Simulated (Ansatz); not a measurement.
# Vibrational response of AlFe

These are results of DFT PBE, scalar-relativistic, plane waves, PAW (Ansatz), not measurements. Plane waves to 420 eV; Γ-centred k mesh 20×20×20; Gaussian smearing of 0.20 eV. Collinear spin, site moments 0.0, 0.7 μB. Phonons by linear response, acoustic sum rule imposed.

Equilibrium structure at this level:
```xyz
2
Lattice="2.8755 0.0000 0.0000 0.0000 2.8755 0.0000 0.0000 0.0000 2.8755" Properties=species:S:1:pos:R:3 pbc="T T T"
Al    0.0000    0.0000    0.0000
Fe    1.4378    1.4378    1.4378
```

It was relaxed at this level from a cell as deposited in COD. In a metal, frequencies depend on the k mesh and the smearing, soft modes most.

Optical modes at Γ:
| frequency (cm⁻¹) | degeneracy |
| --- | --- |
| 344 | 3 |

All 3 optical modes at Γ are real: no displacement of atoms at fixed cell lowers the energy to second order. Strains and modes at other wave vectors aren't tested by this run.
